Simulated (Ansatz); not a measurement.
# InSe (R3m) in Ansatz: reference runs

Reference runs on InSe: the cell as given and a disturbed copy.

Everything below comes from runs of Ansatz 0.2.0. Logs are shortened: lines on timing, memory, paths and dates and some standing lists are left out, and cuts for length are marked.

**The experiment to reproduce.**

“The Interaction of Hydrogen with the van der Waals Crystal γ-InSe”, 2020, pmc:7321205 reports, for a bulk crystal of InSe at 300 K: band gap 1.25 eV.

The runs below are set against these values where they give the same quantity.

**1. The crystal as given**

Symmetry: R3m, No. 160, trigonal system. The conventional cell has a = 4.000 Å, b = 4.000 Å, c = 25.320 Å, α = 90.00°, β = 90.00°, γ = 120.00°. In (site symmetry 3m) has 3 Se at 2.63 Å and 1 In at 2.82 Å as nearest neighbours. Around In (site symmetry 3m) lie 3 Se at 2.64 Å and 1 In at 2.82 Å. Se (site symmetry 3m) has 3 In at 2.63 Å as nearest neighbours. Se (site symmetry 3m) has 3 In at 2.64 Å as nearest neighbours.

**2. Single point, PBE**

Input file input.yaml:

```yaml
crystal:
  lattice:
    - [2.0, 1.1547005384, 8.44]
    - [-2.0, 1.1547005384, 8.44]
    - [0.0, -2.3094010768, 8.44]
  atoms:
    - { symbol: In, position: [0.8886, 0.8886, 0.8886] }
    - { symbol: In, position: [0.0, 0.0, 0.0] }
    - { symbol: Se, position: [0.1719, 0.1719, 0.1719] }
    - { symbol: Se, position: [0.3835, 0.3835, 0.3835] }
hamiltonian:
  xc: pbe
  pseudopotentials: { kind: paw }
kpoints:
  mp_grid: { grid: [8, 8, 8] }
scf:
  occupations: { method: fermi_dirac, width: 0.05 }
output:
  forces: true
  stress: true
  eigenvalues: true
```

Potentials or basis: Ansatz PAW.

Command:

```
> ansatz run input.yaml --threads 2 --pin off --max-ram 5120MiB --backend cpu --events-out ev --progress --plain --runs-dir out
```

Output:

```text
Warning: RAYON_NUM_THREADS=2 ignored (pool sized by the plan → 2); use --threads N
basis.fft_grid_basis auto: the FFT boxes are laid along the combinations [[1, 0, -1], [0, 1, -1], [0, 0, 1]] of the cell's own vectors, 4.000, 4.000 and 8.750 Å long. The dense box has 27×27×60 points. Along the cell's own vectors, as sized, it would have 60×60×60, 4.94 times as many. Of the 6 symmetry operations that the crystal satisfies within crystal.symmetry.tolerance (time reversal apart; of a slab, those that keep its plane) the dense box along the cell's own vectors carries 6, and the one as laid loses 4 of those. basis.fft_grid_basis: typed keeps the cell's own vectors: state it where this run's energies or levels are differenced outside the engine with another run's, or held beside a run that keeps those vectors.
Engine: ansatz 0.2.0, x86_64-unknown-linux-gnu
Pseudopotentials: kind: paw
Pseudopotential: In, paw, valence charge 13, recommended cutoff 420 eV (normal), In.paw.azcp
Pseudopotential: Se, paw, valence charge 16, recommended cutoff 420 eV (normal), Se.paw.azcp
Functional definition: PBE
  parameter kappa = 0.804
  parameter beta = 0.06672455060314922
  exchange = pbe_x(kappa = kappa, mu = beta*pi^2/3)
  correlation = pbe_c(beta = beta)
Crystal: 4 atoms, lattice volume = 116.948 Å³
Basis set: ecut = 420 eV, 2309 PW (Γ), FFT grids on a1−a3, a2−a3, a3, exchange–correlation on 54×54×120 points (8 copies of the dense FFT grid, shifted against one another)
Bands: 35, of which v1, the nominal top of the filled ones, is band 29 counted from 1 (28 counted from 0)
Symmetry: 6 space group operations
Space group: R3m (ITA 160), of the structure as read, at distance tolerance 4.9e-5 Å
k-points: 65 of 512 (time reversal used)
Non-local potential: In, projectors of the file, l = 0: 2, l = 1: 2, l = 2: 2, l = 3: 2
Non-local potential: Se, projectors of the file, l = 0: 2, l = 1: 2, l = 2: 3, l = 3: 1
PAW form: soft (Blöchl's): semilocal exchange-correlation on the pseudo side does not see the compensation charge
PAW one-centre angular grid: In, 590 points (default); XC on 64 Gauss nodes
PAW one-centre angular grid: Se, 590 points (default); XC on 64 Gauss nodes
Initial density: superposition of atomic densities (neutral atoms: chi_scale 0, normalization atom), corrected by the library's trained network
Initial wavefunctions: pseudopotential atomic-orbital guess
Functional: x = pbe(κ = 0.804, μ = 0.2195149727645171), c = pbe(β = 0.06672455060314922)
SCF iter   1: F=—  HF=-22135.870664 eV  |F-HF|=—  |Δ(HF+E_count)|=         —  Δρ=1.72e-3  dr2=1.07e-2  ethr=1.77e-3  ⟨swp⟩=6.7  Hψ=9332  notcnv=0
preconditioner: auto → Resta (q_TF=auto, 2.427 Å⁻¹)  ε∞=3.3  [insulator: Δε(μ)=0.436 eV  Ē_g=13.996 eV  σ=0.050 eV  W_gap=0.97  n_scr=30 (ndim 8)  ℏωp=21.2 eV  f_vac=0.086  D(μ)=0.00/eV (n_scr^D=0)  ε∞_Penn≈3.3]
SCF iter   2: F=—  HF=-22135.866610 eV  |F-HF|=—  |Δ(HF+E_count)|=   4.05e-3  Δρ=7.78e-4  dr2=6.12e-4  ethr=1.84e-5  ⟨swp⟩=2.0  Hψ=4234  notcnv=0  defer=41
SCF iter   3: F=—  HF=-22135.866635 eV  |F-HF|=—  |Δ(HF+E_count)|=   2.54e-5  Δρ=3.82e-4  dr2=1.60e-4  ethr=1.06e-6  ⟨swp⟩=2.0  Hψ=3354  notcnv=0  defer=2
automatic band count: iteration 3 solves 34 bands in place of 35: the levels show a gap, and the empty bands left out lie too high to hold charge; the band table lists the bands solved (type scf.n_extra_bands for more)
SCF iter   4: F=—  HF=-22135.866729 eV  |F-HF|=—  |Δ(HF+E_count)|=   9.38e-5  Δρ=1.06e-4  dr2=1.59e-5  ethr=2.76e-7  ⟨swp⟩=2.1  Hψ=2878  notcnv=0  defer=2
SCF iter   5: F=—  HF=-22135.866730 eV  |F-HF|=—  |Δ(HF+E_count)|=   3.13e-7  Δρ=2.63e-5  dr2=1.67e-6  ethr=2.73e-8  ⟨swp⟩=2.0  Hψ=4088  notcnv=0  defer=2
SCF iter   6: F=—  HF=-22135.866731 eV  |F-HF|=—  |Δ(HF+E_count)|=   1.15e-6  Δρ=8.83e-6  dr2=1.26e-7  ethr=2.88e-9  ⟨swp⟩=2.0  Hψ=4088  notcnv=0  defer=2
SCF iter   7: F=-22135.866731 eV  HF=-22135.866731 eV  |F-HF|=5.88e-9  |Δ(HF+E_count)|=   2.01e-7  Δρ=2.07e-6  dr2=5.68e-9  ethr=1.72e-10  ⟨swp⟩=5.2  Hψ=7760  notcnv=0
SCF 1 converged in 7 iterations: F = -22135.866731 eV  dr2 = 5.68e-9
SCF converged after 7 iterations
Free energy (F): -22135.866731 eV
Harris-Foulkes:  -22135.866731 eV  (|F-HF|=5.88e-9)
Internal energy: -22135.866695 eV  (E = F + TS)
E sigma→0 (E₀):  -22135.866713 eV
Entropy (-TS):   -0.000035 eV (-0.009 meV/atom)
Fermi energy:    7.512664 eV
--- Per-component energies (eV) ---
  E_band       = -912.716422
  E_kinetic    = 723.453089
  E_local      = -7917.558519  (includes V_loc(G=0)·N_el)
  E_nonlocal   = -457.102043
  E_hartree    = 3651.301305
  E_xc         = -639.046518
  E_vxc        = -394.939863  (∫ρ·V_xc dr)
  E_paw        = -12132.709037  (= ΣΔE_a)
  E_vpaw       = -169.172576  (= ΣTr[D̂ρ^β])
  E_aug_tail   = -0.001156  (compensation charges beyond the density's cutoff)
  E_ewald      = -5364.203816
  E_smearing   = -0.000035  (= −TS)
  E_closure    = -0.000000  (closes the sum)
  Σ components = -22135.866731   (vs F -22135.866731, Δ=0.00e0)
--- Forces (eV/Å), atoms counted from 1 ---
  atom   1  In     0.00000000    -0.00000000     0.36494123
  atom   2  In     0.00000000     0.00000000    -0.34940207
  atom   3  Se     0.00000000     0.00000000    -0.25771999
  atom   4  Se     0.00000000    -0.00000000     0.24217389
  max |Σ_I F_I| component: 6.93e-6 eV/Å
--- Stress (GPa, compression-positive) ---
        3.148192       0.000000       0.000000
        0.000000       3.148192      -0.000000
        0.000000      -0.000000       1.952470
  P = ⅓ Tr σ = 2.7496 GPa (27.496 kbar)
--- Band table (eV; the first three rows and the last of 65) ---
  k-point 0: bands = ["-40.1873", "-40.1873", "-40.1790", "-40.1790", "-40.1580", "-40.1580", "-40.1513", "-40.1513", "-40.1471", "-40.1409", "-7.4962", "-7.3268", "-7.3268", "-7.2545", "-7.2545", "-7.2315", "-7.2315", "-7.0646", "-7.0646", "-7.0617", "-6.2777", "-5.8781", "0.9893", "3.8415", "5.7711", "5.9754", "5.9754", "6.0683", "6.0683", "8.9779", "9.3883", "11.6843", "11.6843", "12.4646"]
  k-point 1: bands = ["-40.1873", "-40.1872", "-40.1790", "-40.1790", "-40.1580", "-40.1580", "-40.1514", "-40.1513", "-40.1471", "-40.1409", "-7.5024", "-7.3822", "-7.3231", "-7.3221", "-7.2432", "-7.2357", "-7.2246", "-7.0993", "-7.0659", "-7.0035", "-6.1010", "-5.7311", "1.1017", "3.5703", "4.9890", "5.5897", "5.7789", "5.9031", "6.1730", "9.3195", "10.0693", "10.9857", "11.8361", "12.1210"]
  k-point 2: bands = ["-40.1872", "-40.1871", "-40.1790", "-40.1789", "-40.1581", "-40.1580", "-40.1514", "-40.1513", "-40.1470", "-40.1408", "-7.5602", "-7.4431", "-7.4302", "-7.3185", "-7.2458", "-7.2161", "-7.2032", "-7.1163", "-7.0688", "-6.9523", "-5.6824", "-5.3741", "1.2978", "2.7979", "3.8057", "5.2390", "5.3869", "5.5232", "6.2778", "9.3111", "9.4837", "11.3338", "11.5275", "12.0502"]
  k-point 64: bands = ["-40.1873", "-40.1873", "-40.1790", "-40.1790", "-40.1580", "-40.1580", "-40.1513", "-40.1513", "-40.1471", "-40.1409", "-7.4959", "-7.3270", "-7.3270", "-7.2544", "-7.2544", "-7.2315", "-7.2315", "-7.0706", "-7.0645", "-7.0645", "-6.1355", "-6.0273", "1.3377", "2.9477", "5.9076", "5.9076", "6.1426", "6.1426", "7.2794", "7.7214", "9.4493", "11.6020", "11.6020", "12.9028"]
```

Wall time 4.9 s (2 threads of Intel Xeon 6975P-C (Granite Rapids), shared host); peak memory 0.54 GiB.

Results:

```
Free energy            : -22135.8667 eV
Pressure               : 2.7 GPa
Largest force          : 0.365 eV/Å
Band gap on the k mesh : 0.44 eV, direct
```

Forces in eV/Å, atoms in the order of the input:
```
In   0.000  0.000  0.365
In   0.000  0.000 -0.349
Se   0.000  0.000 -0.258
Se   0.000  0.000  0.242
```

Levels at points of the mesh, in eV from the valence-band top:
```csv
k point,band 26,band 27,band 28,band 29,band 30,band 31,band 32,band 33
"(0.00, 0.00, 0.00)",-1.30,-1.30,-1.21,-1.21,1.70,2.11,4.40,4.40
"(0.00, 0.00, -0.50)",-2.38,-2.34,-2.24,-1.67,1.22,1.97,3.64,3.99
"(0.00, -0.50, -0.50)",-2.65,-2.50,-2.05,-1.50,1.19,1.98,3.30,3.62
"(-0.50, -0.50, -0.50)",-1.37,-1.14,-1.14,0.00,0.44,2.17,4.32,4.32
```

Caveat: spin-orbit coupling is left out, which moves the levels of the heavy elements.

**3. Single point, PBE (atoms moved at random, drawn with an rms of 0.05 Å)**

Input file input.yaml:

```yaml
crystal:
  lattice:
    - [2.0, 1.1547005384, 8.44]
    - [-2.0, 1.1547005384, 8.44]
    - [0.0, -2.3094010768, 8.44]
  atoms:
    - { symbol: In, position: [0.902633, 0.883756, 0.881538] }
    - { symbol: In, position: [-0.018726, -0.00296, 0.01686] }
    - { symbol: Se, position: [0.159676, 0.170798, 0.18013] }
    - { symbol: Se, position: [0.386672, 0.372498, 0.386896] }
hamiltonian:
  xc: pbe
  pseudopotentials: { kind: paw }
kpoints:
  mp_grid: { grid: [8, 8, 8] }
scf:
  occupations: { method: fermi_dirac, width: 0.05 }
output:
  forces: true
  stress: true
  eigenvalues: true
```

Potentials or basis: Ansatz PAW.

Command:

```
> ansatz run input.yaml --threads 2 --pin off --max-ram 5120MiB --backend cpu --events-out ev --progress --plain --runs-dir out
```

Output:

```text
Warning: RAYON_NUM_THREADS=2 ignored (pool sized by the plan → 2); use --threads N
basis.fft_grid_basis auto: the FFT boxes are laid along the combinations [[1, 0, -1], [0, 1, -1], [0, 0, 1]] of the cell's own vectors, 4.000, 4.000 and 8.750 Å long. The dense box has 27×27×60 points. Along the cell's own vectors, as sized, it would have 60×60×60, 4.94 times as many. basis.fft_grid_basis: typed keeps the cell's own vectors: state it where this run's energies or levels are differenced outside the engine with another run's, or held beside a run that keeps those vectors.
[... 67 lines left out ...]
  k-point 1: bands = ["-40.2231", "-40.2206", "-40.1990", "-40.1878", "-40.1818", "-40.1063", "-40.1047", "-40.0896", "-40.0783", "-40.0745", "-7.5712", "-7.4455", "-7.3869", "-7.3324", "-7.2838", "-7.2648", "-7.2267", "-7.1046", "-7.0749", "-6.9952", "-6.0708", "-5.6676", "0.9780", "3.5680", "5.0262", "5.6287", "5.7527", "6.0607", "6.1163", "9.3499", "10.0959", "10.9189", "11.7355", "12.2272", "12.9225"]
  k-point 2: bands = ["-40.2230", "-40.2206", "-40.1990", "-40.1879", "-40.1818", "-40.1063", "-40.1046", "-40.0896", "-40.0783", "-40.0744", "-7.6043", "-7.5128", "-7.4404", "-7.3689", "-7.2864", "-7.2637", "-7.1987", "-7.1252", "-7.0772", "-6.9486", "-5.6704", "-5.3150", "1.1949", "2.8290", "3.8467", "5.2579", "5.3749", "5.6868", "6.1956", "9.2225", "9.5354", "11.2574", "11.5964", "11.9828", "13.6247"]
  k-point 259: bands = ["-40.2231", "-40.2206", "-40.1990", "-40.1878", "-40.1819", "-40.1063", "-40.1047", "-40.0896", "-40.0783", "-40.0745", "-7.5707", "-7.4037", "-7.3717", "-7.3058", "-7.2897", "-7.2447", "-7.2329", "-7.0763", "-7.0730", "-7.0436", "-6.1283", "-5.9316", "1.1935", "2.9415", "5.8586", "5.9599", "6.1876", "6.3026", "7.2112", "7.7492", "9.5257", "11.5405", "11.5613", "12.9614", "12.9971"]
```

It took 19 s on 2 threads of Intel Xeon 6975P-C (Granite Rapids), shared host; peak memory 0.99 GiB.

What came out:

| Property | Result |
| --- | --- |
| Free energy | -22135.8375 eV |
| Pressure | 2.5 GPa |
| Largest force | 0.506 eV/Å |
| Band gap on the k mesh | 0.54 eV, direct |

Forces on the atoms (eV/Å):
```
In  -0.227 -0.280 -0.262
In   0.344  0.250 -0.081
Se   0.240  0.279  0.086
Se  -0.357 -0.250  0.257
```

Caveat: spin-orbit coupling is left out, which moves the levels of the heavy elements.

**4. Against experiment**

Step 2. Measured gap of InSe: 1.25 eV (300 K; “The Interaction of Hydrogen with the van der Waals Crystal γ-InSe”, 2020, pmc:7321205). This calculation gives 0.44 eV (-0.81 eV). Spin-orbit coupling on In, Se is left out. The value is that of PBE on a finite k mesh, which can miss the band edges, without temperature or zero-point motion. Semilocal functionals fall short of measured gaps as a rule.
